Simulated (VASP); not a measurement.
Crystal: NaF.

```
CELL_PARAMETERS angstrom
0.00000 2.27431 2.27431
2.27431 0.00000 2.27431
2.27431 2.27431 0.00000
ATOMIC_POSITIONS crystal
Na 0.00000 0.00000 0.00000
F 0.50000 0.50000 0.50000
```

The cell was built by a generator and needn't be a form met in nature.

Base run:

* Program: VASP 6.6.1
* Functional: PBE
* Potentials or basis: VASP PAW PBE potentials, release 64 (Na_pv, F)
* Cutoff: 520 eV
* k mesh: 10 × 10 × 10
* Occupations: gaussian, width 0.02 eV
* Spin: no spin polarisation

Its results: band gap on the k mesh 6.61 eV, direct.

Task: The run is repeated on the same cell with these changes: functional from PBE to r2SCAN; dispersion from none to rVV10. What comes out?

Result: Band gap on the k mesh 7.42 eV, direct.

Several settings changed at once, so the effect can't be laid on one alone.
